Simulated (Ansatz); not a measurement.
**Sc under changes of volume**

One of the cells (25.806 Å³/atom); the others are scaled copies at fixed shape and fractional positions:

```
Sc
1.0
    -3.08801    3.08801    2.70624
     3.08801   -3.08801    2.70624
     3.08801    3.08801   -2.70624
Sc
4
Direct
  0.83627 0.66373 0.50000
  0.33627 0.83627 0.17254
  0.66373 0.16373 0.82746
  0.16373 0.33627 0.50000
```

This isn't the form of Sc at room conditions, which is hcp.

| Property | Result |
| --- | --- |
| Program | Ansatz 0.2.0 |
| Functional | PBE |
| Potentials or basis | Ansatz PAW |
| Cutoff | 420 eV (not typed: the program's choice for these potentials) |
| k mesh | 7 × 7 × 7 |
| Occupations | fermi-dirac, width 0.05 eV |
| Spin | no spin polarisation |

```tsv
volume (Å³/atom)	energy over the lowest point (meV/atom)	pressure (GPa)	largest force (eV/Å)
24.258	15.61	3.4	0.125
24.774	6.91	2.2	0.097
25.290	1.80	1.1	0.070
25.806	0.00	0.1	0.046
26.322	?	?	?
26.839	5.25	-1.6	0.000
27.355	11.83	-2.3	0.020
```

Problem. What does the run at 26.322 Å³/atom give?

Solution. Energy over the lowest point 1.23 meV/atom; pressure -0.8 GPa; largest force 0.022 eV/Å.

Worked out: A Birch-Murnaghan fit of order 3 (a polynomial in V^(-2/3)) to the other rows has its minimum at 25.85 Å³/atom with B0 = V·E''(V) = 47 GPa and B' = 3.3 at fixed shape and positions, which overstates the stiffness. It gives 1.23 meV/atom at 26.322 Å³/atom, against the run's 1.23, and -dE/dV = -0.8 GPa, against -0.8.

Energies are extrapolated to zero smearing.
